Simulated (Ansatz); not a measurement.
System: wurtzite InN. Method: r²SCAN0 (Ansatz, an electronic-structure program, plane waves, PAW).

Settings: plane-wave cutoff 520 eV, 9×9×6 k mesh (along the axes of the cell as run), Fermi–Dirac smearing 0.01 eV, scalar-relativistic PAW data made under PBE.

Cell (measured lattice):

```
InN
1.0
    1.76850    -3.06313     0.00000
    1.76850     3.06313     0.00000
    0.00000     0.00000     5.70300
In N
2 2
Direct
  0.66667   0.33333   0.49986
  0.33333   0.66667   0.99986
  0.66667   0.33333   0.87914
  0.33333   0.66667   0.37914
```

Problem. Predict the band gap.

Solution. 
band gap: 1.49 eV (on the SCF k mesh)

Measured, for comparison: band gap 0.77 eV (zero-point shift of 0.07 eV (the table's estimate, ZP (est)) added back here, E0, Γ; inputs from arXiv:2302.06325).

Note: cell and atoms aren't relaxed at this level (pressure -2.1 GPa).

Spin–orbit coupling is not included.

The computed numbers hold no vibrational or temperature effects.

Cost on a shared machine: about 9 core-minutes (a rough figure).
